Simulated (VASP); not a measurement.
Crystal: LiF (Griceite).

```
F Li
1.0
     0.00000    2.01400    2.01400
     2.01400    0.00000    2.01400
     2.01400    2.01400    0.00000
F Li
1 1
Direct
  0.50000 0.50000 0.50000
  0.00000 0.00000 0.00000
```

Base run:

```yaml
Program: VASP 6.6.1
Functional: HSE03
Potentials_or_basis: VASP PAW PBE potentials, release 64 (F, Li_sv)
Cutoff: 520 eV
k_mesh: 8 × 8 × 8
Occupations: gaussian, width 0.02 eV
Spin: no spin polarisation
```

Its results: band gap on the k mesh 11.10 eV, direct.

The run is repeated on the same cell with these changes: functional from HSE03 to PBE0. What comes out?

Band gap on the k mesh 12.14 eV, direct.
